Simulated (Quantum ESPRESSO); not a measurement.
Ag under changes of volume

One of the cells (17.048 Å³/atom); the others are scaled copies at fixed shape and fractional positions:

```
CELL_PARAMETERS angstrom
0.00000 2.04275 2.04275
2.04275 0.00000 2.04275
2.04275 2.04275 0.00000
ATOMIC_POSITIONS crystal
Ag 0.00000 0.00000 0.00000
```

```yaml
Program: Quantum ESPRESSO 7.5
Functional: optB86b-vdW
Potentials_or_basis: PseudoDojo 0.4.1 SR PBE standard
Cutoff: 1116 eV
Density_cutoff: 4463 eV
k_mesh: 11 × 11 × 11
Occupations: fermi-dirac, width 0.05 eV
Spin: no spin polarisation
```

| volume (Å³/atom) | energy over the lowest point (meV/atom) | pressure (GPa) |
| --- | --- | --- |
| 16.025 | 25.13 | 8.1 |
| 16.366 | ? | ? |
| 16.707 | 2.77 | 2.4 |
| 17.048 | 0.00 | 0.1 |
| 17.389 | 1.83 | -1.9 |
| 17.730 | 7.62 | -3.7 |
| 18.071 | 16.71 | -5.2 |

Task: What does the run at 16.366 Å³/atom give?

Result: Energy over the lowest point 10.89 meV/atom; pressure 5.1 GPa.

Worked out: A Birch-Murnaghan fit of order 3 (a polynomial in V^(-2/3)) to the other rows has its minimum at 17.07 Å³/atom with B0 = V·E''(V) = 106 GPa and B' = 6.7. It gives 10.85 meV/atom at 16.366 Å³/atom, against the run's 10.89, and -dE/dV = 5.2 GPa, against 5.1.

Energies are extrapolated to zero smearing.

Caveats: the potentials were made for another functional, which shifts forces and pressure.
